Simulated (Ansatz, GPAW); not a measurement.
# F with PBE in single-zeta orbitals from a Python script

These are simulated results from GPAW 26.7.0, not measurements. The cell began as a database structure and was relaxed with r2SCAN+rVV10 in plane waves (Ansatz 0.2.0). All runs are without spin polarisation.

The symmetry is C2/m (No. 12, monoclinic); conventional cell a = 5.202 Å, b = 2.983 Å, c = 7.091 Å, β = 107.2°, 13.14 Å³ an atom. F is surrounded by 1 F at 1.40 Å.

The basis is minimal: single zeta, one radial function for each shell that the log's basis lists. It describes the filled bands fairly and the empty ones poorly.

run.py reads:

```python
import json
from ase import Atoms
from gpaw import GPAW, PW, FermiDirac

atoms = Atoms(['F', 'F', 'F', 'F'],
              cell=[[2.60087, -1.49171, -0.006652], [2.60087, 1.49171, -0.006652], [-2.079398, -0.0, 6.779433]],
              scaled_positions=[[0.5054, 0.5054, 0.402579], [0.085296, 0.085296, 0.097125], [0.4946, 0.4946, 0.597421], [0.914704, 0.914704, 0.902875]],
              pbc=True)
calc = GPAW(mode='lcao', basis='sz(dzp)', h=0.2, xc='PBE', kpts={'size': (6, 6, 4), 'gamma': True},
            occupations=FermiDirac(0.02), maxiter=100, legacy_gpaw=True, txt='gpaw.txt')
atoms.calc = calc
res = {'energy': atoms.get_potential_energy(force_consistent=True)}
res['electrons'] = calc.get_number_of_electrons()
res['k'] = calc.get_ibz_k_points().tolist()
res['levels'] = [calc.get_eigenvalues(kpt=i).tolist() for i in range(len(res['k']))]
points = [[0.0, 0.0, 0.0], [-0.340116, 0.340116, 0.0], [-0.659884, -0.340116, 0.0], [-0.5, -0.5, 0.0], [-0.5, -0.5, 0.5], [-0.67943, -0.32057, 0.5], [-0.32057, 0.32057, 0.5], [0.0, 0.0, 0.5], [-0.5, 0.0, 0.5]]
bands = calc.fixed_density(kpts=points, symmetry='off', txt='bands.txt')
res['points'] = [bands.get_eigenvalues(kpt=i).tolist() for i in range(len(points))]
json.dump(res, open('results.json', 'w'))
print('free energy (eV):', round(res['energy'], 5))
```

Command: `python run.py`. It took 2.7 s on 1 thread of Arm Neoverse V1 (shared host), peak memory 0.12 GiB.

The log gpaw.txt, trimmed of paths, versions and times, then the last line on the terminal. An iter line gives the energy in eV and the logarithms of the changes of orbitals (plane waves alone) and density (c: converged):

```
___ ___ ___ _ _ _
 |   |   |_  | | | |

 | | | | | . | | | |

 |__ |  _|___|_____|  26.7.0
 |___|_|

Input parameters:
  basis: sz(dzp)
  h: 0.2
  kpts: {gamma: True,
         size: (6, 6, 4)}
  maxiter: 100
  mode: lcao
  occupations: {fixmagmom: False,
                name: fermi-dirac,
                width: 0.02}
  xc: PBE

System changes: positions, numbers, cell, pbc, initial_charges, initial_magmoms

Initialize ...

species:
  F:
    name:    Fluorine
    Z:       9.0
    valence: 7
    core:    2
    charge:  0.0  # [|e|]
    compensation charges:
      type: gauss
      rc: 0.20  # [Å]
      lmax: 2
    cutoffs:
      filter: 1.14  # [Å]
      core: 0.74  # [Å]
    projectors
    | kind |    occ | energy [eV] | rcut [Å] |

    |------|--------|-------------|----------|

    |   2s |  2.000 |     -29.898 |    0.635 |

    |   2p |  5.000 |     -11.110 |    0.635 |

    |    s |        |      -2.687 |    0.635 |

    |    p |        |      16.102 |    0.635 |

    |    d |        |       0.000 |    0.635 |

    LCAO basis set for F:
      Name: sz(dzp)
      Number of radial functions: 2
      Number of spherical harmonics: 4
        l=0, rc=3.8594 Bohr: 2s-sz confined orbital
        l=1, rc=4.8750 Bohr: 2p-sz confined orbital
      Number of RI-basis functions 0

Reference energy: -10856.323141  # eV

Spin-paired calculation

Convergence criteria:
 Maximum [total energy] change in last 3 cyles: 0.0005 eV / valence electron
 Maximum integral of absolute [dens]ity change: 0.0001 electrons / valence electron
 Maximum integral of absolute [eigenst]ate change: 4e-08 eV^2 / valence electron
 Maximum number of scf [iter]ations: 100
 (Square brackets indicate name in SCF output, whereas a 'c' in
 the SCF output indicates the quantity has converged.)

Symmetries present (total): 4

  ( 1  0  0)  ( 0  1  0)  ( 0 -1  0)  (-1  0  0)
  ( 0  1  0)  ( 1  0  0)  (-1  0  0)  ( 0 -1  0)
  ( 0  0  1)  ( 0  0  1)  ( 0  0 -1)  ( 0  0 -1)

144 k-points: 6 x 6 x 4 Monkhorst-Pack grid + [1/12,1/12,1/8]
47 k-points in the irreducible part of the Brillouin zone
       k-points in crystal coordinates                weights
   0:     0.00000000    0.00000000    0.00000000          1/144
   1:     0.00000000    0.00000000    0.25000000          2/144
   2:     0.00000000    0.00000000    0.50000000          1/144
   3:     0.16666667   -0.16666667    0.00000000          2/144
   4:     0.16666667   -0.16666667    0.25000000          4/144
   5:     0.16666667   -0.16666667    0.50000000          2/144
   6:     0.16666667    0.00000000   -0.25000000          4/144
   7:     0.16666667    0.00000000    0.00000000          4/144
   8:     0.16666667    0.00000000    0.25000000          4/144
   9:     0.16666667    0.00000000    0.50000000          4/144
          ...
  46:     0.50000000    0.50000000    0.50000000          1/144

Wave functions: LCAO
  Diagonalizer: Serial LAPACK
  Atomic Correction: dense with blas
  Data-type: complex

Occupation numbers: Fermi-Dirac:
  width: 0.0200  # eV

Eigensolver
   LCAO using direct dense diagonalizer

Densities:
  Coarse grid: 12*12*32 grid
  Fine grid: 24*24*64 grid
  Total Charge: 0.000000

Density mixing:
  Method: separate
  Backend: msr1
  Linear mixing parameter: 0.05
  old densities: 10
  Width of damping distribution: 1.1
  Damping of long wavelength oscillations: 20

Hamiltonian:
  XC and Coulomb potentials evaluated on a 24*24*64 grid
  Using the PBE Exchange-Correlation functional
  Interpolation: tri-quintic (5. degree polynomial)
  Poisson solver: FastPoissonSolver using
    Stencil: 12*3+1=37 point O(h^6) finite-difference Laplacian
    FFT axes: [np.int64(0), np.int64(1), np.int64(2)]
    FST axes: []

XC parameters: PBE with 2 nearest neighbor stencil

Memory estimate:
  Process memory now: 108.54 MiB
  Calculator: 5.27 MiB
    Density: 3.27 MiB
      Arrays: 0.91 MiB
      Localized functions: 1.66 MiB
      Mixer: 0.70 MiB
    Hamiltonian: 0.73 MiB
      Arrays: 0.60 MiB
      XC: 0.00 MiB
      Poisson: 0.00 MiB
      vbar: 0.13 MiB
    Wavefunctions: 1.26 MiB
      C [qnM]: 0.18 MiB
      S, T [2 x qmm]: 0.37 MiB
      P [aqMi]: 0.04 MiB
      BasisFunctions: 0.67 MiB
      Eigensolver: 0.00 MiB

Total number of cores used: 1

Number of atoms: 4
Number of atomic orbitals: 16
Number of bands in calculation: 16
Number of valence electrons: 28
Bands to converge: occupied
Positions:
   0 F      1.791837   -0.000000    2.722534    ( 0.0000,  0.0000,  0.0000)
   1 F      0.241726    0.000000    0.657318    ( 0.0000,  0.0000,  0.0000)
   2 F      1.330505    0.000000    4.043595    ( 0.0000,  0.0000,  0.0000)
   3 F      2.880616    0.000000    6.108811    ( 0.0000,  0.0000,  0.0000)

Unit cell:
           periodic     x           y           z      points  spacing
  1. axis:    yes    2.600870   -1.491710   -0.006652    12     0.2132
  2. axis:    yes    2.600870    1.491710   -0.006652    12     0.2132
  3. axis:    yes   -2.079398   -0.000000    6.779433    32     0.2117

  Lengths:   2.998294   2.998294   7.091164
  Angles:  104.861907 104.861907  59.672062

Effective grid spacing dv^(1/3) = 0.2251

iter:   1    -3.645196        c
iter:   2    -3.340467        c -1.08
iter:   3    -0.922454        c -1.10
iter:   4    -0.887392        c -1.88
iter:   5    -0.880935        c -2.40
iter:   6    -0.880912c       c -3.61
iter:   7    -0.880912c       c -4.61c

Converged after 7 iterations.

Energy contributions relative to reference atoms: (reference = -10856.323141)

Kinetic:        +36.984731
Potential:      -27.778183
External:        +0.000000
XC:             -13.579009
Entropy (-ST):   -0.000000
Local:           +3.491549
SIC:             +0.000000
--------------------------
Free energy:     -0.880912
Extrapolated:    -0.880912

Showing only first 2 kpts
 Kpt  Band  Eigenvalues  Occupancy
  0    12     -2.90250    2.00000
  0    13     -2.73348    2.00000
  0    14     -0.03694    0.00000
  0    15      1.10380    0.00000

  1    12     -2.88903    2.00000
  1    13     -2.74607    2.00000
  1    14      0.14396    0.00000
  1    15      0.95172    0.00000

Fermi level: -0.43006

Gap: 2.646 eV
Transition (v -> c):
  (s=0, k=44, n=13, [0.50, 0.50, 0.00]) -> (s=0, k=0, n=14, [0.00, 0.00, 0.00])
Direct/indirect transitions are different
Direct gap: 2.697 eV
Transition at: (s=0, k=0, n=13, [0.00, 0.00, 0.00])

free energy (eV): -0.88091
```

The gap in the log is over the mesh alone; results.json adds the listed points. PBE in single-zeta orbitals gives a gap of 2.65 eV. On the same cell, plane-wave PBE (Ansatz, 10×10×4 k points and the special points) gives a gap of 2.68 eV and r2SCAN a gap of 3.53 eV; on shared hosts these took about 6.5 and 15 core-seconds on the 4-atom cell, against 2.6 for the script. Semilocal gaps usually lie below measured ones.
